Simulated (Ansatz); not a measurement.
**Trial inputs on Cu**

The reference input for Ansatz (plane-wave DFT with PAW):

```yaml
crystal:
  lattice:
    - [2.5340966698, 0.0, 0.0]
    - [-1.2670483349, 2.1945920917, 0.0]
    - [0.0, 0.0, 4.112571]
  atoms:
    - { symbol: Cu, position: [0.33333333, 0.66666667, 0.25] }
    - { symbol: Cu, position: [0.66666667, 0.33333333, 0.75] }
basis:
  ecutwfc: 420
kpoints:
  mp_grid: { grid: [6, 6, 4] }
hamiltonian:
  xc: pbe
scf:
  occupations: { method: gaussian, width: 0.1 }
output:
  forces: true
  stress: true
  eigenvalues: true
```

Command:

```bash
ansatz run input.yaml --threads 1 --pin off --max-ram 1331MiB --backend cpu --events-out ev --progress --plain --runs-dir out
```

The run converges in 6 SCF iterations on 21 irreducible k-points: pressure 7.62 GPa, no gap.

Settings here are deliberately varied, not converged. Each trial's input is given as a difference from the reference's; energies are extrapolated to zero smearing where there is one, and pressure is positive in compression. Charged cells sit in a uniform background, and their pressures hang on that convention.

Trial 1:

```diff
+total_charge: 0.25
 basis:
+  ecutrho_ratio: 2
 kpoints:
-  mp_grid: { grid: [6, 6, 4] }
+  mp_grid: { kspacing: 1.0 }
 scf:
+  lower_state_search: "off"
+  max_iter: 54
 output:
-  eigenvalues: true
+  eigenvalues: false
+accuracy: medium
```

The run converges in 7 SCF iterations on 6 irreducible k-points: pressure 11.81 GPa (with the neutralising background of the charged cell). It warns that the density cutoff lies under the recommended one.

Trial 2:

```diff
 basis:
+  precision: f64
 hamiltonian:
-  xc: pbe
+  xc: revpbe
```

The run converges in 6 SCF iterations on 21 irreducible k-points: pressure 11.36 GPa, no gap.

Trial 3:

```diff
 crystal:
   atoms:
-    - { symbol: Cu, position: [0.33333333, 0.66666667, 0.25] }
-    - { symbol: Cu, position: [0.66666667, 0.33333333, 0.75] }
+    - { symbol: Cu, position: [0.3333333333, 0.6666666667, 0.25], spin: -0.5 }
+    - { symbol: Cu, position: [0.6666666667, 0.3333333333, 0.75], spin: 0.5 }
 hamiltonian:
+  dispersion: none
 scf:
-  occupations: { method: gaussian, width: 0.1 }
+  occupations: { method: tetrahedron_uncorrected }
+  lower_state_search: "off"
 output:
+  populations: true
+magnetization:
+  spin_polarized: true
```

The run converges in 16 SCF iterations on 21 irreducible k-points: pressure 8.48 GPa, no gap, cell moment 0.00 μB. It warns that the printed bands weren't solved further after the SCF; that the starting moments were lost.

Trial 4:

```diff
 kpoints:
-  mp_grid: { grid: [6, 6, 4] }
+  mp_grid: { grid: [2, 6, 3] }
 hamiltonian:
+  hubbard: { sites: [{ species: Cu, l: d, u_eff: 4.6 }] }
```

The run converges in 9 SCF iterations on 12 irreducible k-points: pressure 14.82 GPa, largest force 0.098 eV/Å, no gap. It warns that the count of filled bands differs between k-points; that the mesh lowers the symmetry. Under a U the state reached may not be the lowest.

Trial 5:

```diff
 kpoints:
-  mp_grid: { grid: [6, 6, 4] }
+  mp_grid: { kspacing: 1.0 }
 hamiltonian:
-  xc: pbe
+  xc: revpbe
 scf:
-  occupations: { method: gaussian, width: 0.1 }
+  occupations: { method: cold, width: 0.097 }
+  n_extra_bands: 12
+  algorithm: density_mixing
+  max_iter: 73
```

The run converges in 6 SCF iterations on 6 irreducible k-points: pressure 10.02 GPa, no gap.

Trial 6 (strained):

```diff
 crystal:
   lattice:
-    - [2.5340966698, 0.0, 0.0]
-    - [-1.2670483349, 2.1945920917, 0.0]
-    - [0.0, 0.0, 4.112571]
+    - [2.4802520229, 0.0039203262, -0.0265016088]
+    - [-1.2367309094, 2.1843330713, -0.0907794316]
+    - [-0.0430093094, -0.1949481789, 4.1169648421]
 basis:
-  ecutwfc: 420
+  ecutwfc: 180
+  ecutrho_ratio: 10
 output:
+  dos: { projected: true }
```

The run converges in 8 SCF iterations on 76 irreducible k-points: energy 30.86 eV per atom above the reference, pressure 64.55 GPa (unreliable at so low a cutoff), largest force 0.212 eV/Å (unreliable too), no gap. It warns that the cutoff lies under the recommended one, 420 eV for these potentials.